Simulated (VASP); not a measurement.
Calculation: RPBE GGA, VASP's PBE PAW potentials (set 64) (plane waves; VASP).

The input files of a VASP run:

File KPOINTS:
```
Automatic mesh
0
Gamma
7 7 7
0 0 0
```

INCAR:
```
SYSTEM  =  BaF2
PREC  =  Accurate; ENCUT  =  520; LREAL  =  .False.
LASPH  =  .True.
EDIFF  =  1E-7; NELM  =  100; ALGO  =  Normal
LMAXMIX  =  4
ISMEAR  =  -5
GGA  =  RP
ISIF  =  2
LWAVE  =  .False.; LCHARG  =  .True.; LORBIT  =  11
NEDOS  =  601
LEFG  =  .True.
```

### POSCAR
```
BaF2
1
    0.0000000000     3.1968652405     3.1968652405
    3.1968652405     0.0000000000     3.1968652405
    3.1968652405     3.1968652405     0.0000000000
Ba F
1 2
Direct
  0.0000000000   0.0000000000   0.0000000000
  0.2500000000   0.2500000000   0.2500000000
  0.7500000000   0.7500000000   0.7500000000
```

POTCAR, in this order: Ba_sv F (PBE.64 set). Program: vasp_std.

The resulting files:

File OSZICAR:
```
       N       E                     dE             d eps       ncg     rms          rms(c)
DAV:   1     0.159984918182E+03    0.15998E+03   -0.12924E+04   640   0.138E+03
DAV:   2    -0.115051160532E+02   -0.17149E+03   -0.16866E+03   832   0.293E+02
DAV:   3    -0.181216962714E+02   -0.66166E+01   -0.66110E+01   864   0.663E+01
DAV:   4    -0.181981976262E+02   -0.76501E-01   -0.76493E-01   824   0.620E+00
DAV:   5    -0.182007547948E+02   -0.25572E-02   -0.25572E-02   896   0.711E-01    0.848E+00
DAV:   6    -0.162980955027E+02    0.19027E+01   -0.10608E+01   640   0.244E+01    0.393E+00
DAV:   7    -0.163226021783E+02   -0.24507E-01   -0.37086E-01   848   0.555E+00    0.199E+00
DAV:   8    -0.163816186321E+02   -0.59016E-01   -0.86201E-02   744   0.346E+00    0.280E-01
DAV:   9    -0.163983452962E+02   -0.16727E-01   -0.20560E-02   816   0.114E+00    0.166E-01
DAV:  10    -0.164022485442E+02   -0.39032E-02   -0.54492E-03   688   0.622E-01    0.363E-02
DAV:  11    -0.164022697227E+02   -0.21179E-04   -0.24800E-04   888   0.143E-01    0.151E-02
DAV:  12    -0.164022788414E+02   -0.91187E-05   -0.70227E-05   648   0.947E-02    0.537E-03
DAV:  13    -0.164022783739E+02    0.46754E-06   -0.37255E-06   744   0.146E-02    0.169E-03
DAV:  14    -0.164022797129E+02   -0.13390E-05   -0.17799E-06   648   0.140E-02    0.531E-04
DAV:  15    -0.164022797701E+02   -0.57167E-07   -0.17289E-07   712   0.301E-03
   1 F= -.16402280E+02 E0= -.16402280E+02  d E =0.000000E+00
```

**OUTCAR**
```
------------------------ aborting loop because EDIFF is reached ----------------------------------------
  FORCE on cell =-STRESS in cart. coord.  units (eV):
  Direction    XX          YY          ZZ          XY          YZ          ZX
  --------------------------------------------------------------------------------------
  Total       -0.0103206     -0.0103206     -0.0103206      0.0000000      0.0000000     -0.0000000
  in kB       -0.2530540     -0.2530540     -0.2530540      0.0000000      0.0000000     -0.0000000
  external PRESSURE =      -0.2530540 kB  Pullay stress =       0.0000000 kB
  volume of cell :       65.34
      direct lattice vectors                 reciprocal lattice vectors
     0.000000000  3.196865241  3.196865241    -0.156403215  0.156403215  0.156403215
     3.196865241  0.000000000  3.196865241     0.156403215 -0.156403215  0.156403215
     3.196865241  3.196865241  0.000000000     0.156403215  0.156403215 -0.156403215
 POSITION                                       TOTAL-FORCE (eV/Angst)
 -----------------------------------------------------------------------------------
      0.00000      0.00000      0.00000         0.000000      0.000000      0.000000
      1.59843      1.59843      1.59843        -0.000000     -0.000000     -0.000000
      4.79530      4.79530      4.79530         0.000000      0.000000      0.000000
 -----------------------------------------------------------------------------------
    total drift:                                0.000000      0.000000      0.000000
  FREE ENERGIE OF THE ION-ELECTRON SYSTEM (eV)
  ---------------------------------------------------
  free  energy   TOTEN  =       -16.4022797701 eV

  energy  without entropy=      -16.4022797701  energy(sigma->0) =      -16.40227977

 total charge

# of ion       s       p       d       tot
------------------------------------------
    1        1.997   5.660   0.187   7.843
    2        1.737   4.362   0.000   6.099
    3        1.737   4.362   0.000   6.099
--------------------------------------------------
tot          5.471  14.385   0.187  20.042

 Electric field gradients after diagonalization (V/A^2)
 (convention: |V_zz| > |V_xx| > |V_yy|)
----------------------------------------------------------------------
 ion       V_xx      V_yy      V_zz     asymmetry (V_yy - V_xx)/ V_zz
----------------------------------------------------------------------
   1      -0.000    -0.000     0.000       0.000
   2       0.005     0.005    -0.010       0.000
   3       0.005     0.005    -0.010       0.000
```
(Selected blocks of OUTCAR.)

The compound is BaF2 in the fluorite structure. It was relaxed first, which changed the volume by +10 %.
